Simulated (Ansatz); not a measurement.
Write the native input for Ansatz 0.2.0 that does the following.

```
Task                : relaxation of cell and atoms
Functional          : revPBE
Dispersion          : D3(BJ)
Potentials or basis : Ansatz PAW
Cutoff              : 420 eV (not typed: the program's choice for these potentials)
k mesh              : 8 × 8 × 8
Occupations         : fermi-dirac, width 0.05 eV
Spin                : no spin polarisation
```

Sb:

```
Sb
1.0
     2.15420    1.24373    3.75800
    -2.15420    1.24373    3.75800
     0.00000   -2.48746    3.75800
Sb
2
Direct
  0.76651 0.76651 0.76651
  0.23349 0.23349 0.23349
```

These files were run (other wordings do the same):

input.yaml

```yaml
crystal:
  lattice:
    - [2.1542, 1.2437279499, 3.758]
    - [-2.1542, 1.2437279499, 3.758]
    - [0.0, -2.4874558998, 3.758]
  atoms:
    - { symbol: Sb, position: [0.76651, 0.76651, 0.76651] }
    - { symbol: Sb, position: [0.23349, 0.23349, 0.23349] }
hamiltonian:
  xc: revpbe
  pseudopotentials: { kind: paw }
  dispersion: d3bj
kpoints:
  mp_grid: { grid: [8, 8, 8] }
scf:
  occupations: { method: fermi_dirac, width: 0.05 }
output:
  forces: true
  stress: true
  write_density: true
  write_potential: true
  elf: true
  volumetric_format: npy
relax:
  f_tol: 0.01
  max_steps: 40
  cell: { stress_tol: 0.05 }
```

Potentials or basis: Ansatz PAW.

Run with:

```sh
$ ansatz run input.yaml --threads 2 --pin off --max-ram 5632MiB --backend cpu --events-out ev --progress --plain --runs-dir out
```

It gave:

```yaml
Relaxed_volume: 28.88 Å³/atom
Relaxed_cell: a = 4.386 Å, b = 4.386 Å, c = 4.386 Å, α = 58.61°, β = 58.61°, γ = 58.61°
Space_group_after_relaxing_to_0.05_Å: R-3m (No. 166)
Energy_gained_by_relaxing: 11.0 meV/atom
Ionic_steps: 6
Pressure_after_relaxing: 0.0 GPa
Band_gap_on_the_k_mesh: none (metal or under the smearing width)
```

Caveat: the plane-wave basis is chosen anew once the cell has moved, so the energies of steps on either side of that aren't comparable; pairwise dispersion overbinds metals, which lowers pressure and volume; the PAW data sets come from PBE, with cores solved anew for the run's functional, which leaves a small shift of forces and pressure.

Wall time 18 s on 2 threads of Intel(R) Xeon(R) Processor @ 2.70GHz (shared host), peak memory 0.42 GiB.
